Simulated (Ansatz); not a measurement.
GeO2 (P4_2/mnm), PBEsol, rigid bands (Ansatz, a first-principles code): N_c = 2.64e18 cm⁻³ at 300 K and an electron conductivity mass of 0.213 mₑ along z (a = (4.43, 0.00, 0.00) Å; b = (0.00, 4.43, 0.00) Å; c = (0.00, 0.00, 2.88) Å).

Q: For 1e17 electrons per cm³ at 300 K, place the Fermi level, estimate the Seebeck coefficient of a parabolic band with constant τ, and give mobility and conductivity for τ = 10 fs.

A: The level lies k_BT ln(N_c/n) = 0.085 eV below the conduction-band minimum. S ≈ −(k_B/e)[ln(N_c/n) + 5/2] = -498 μV/K, against -504 μV/K from the full bands (mean over directions). μ = eτ/m = 82.6 cm²/(V·s) and σ = neμ = 1.32 S/cm. τ is assumed, not computed.

Band transport and this doping are assumed; polarons and phonon drag are left out. Spin-orbit coupling is left out.
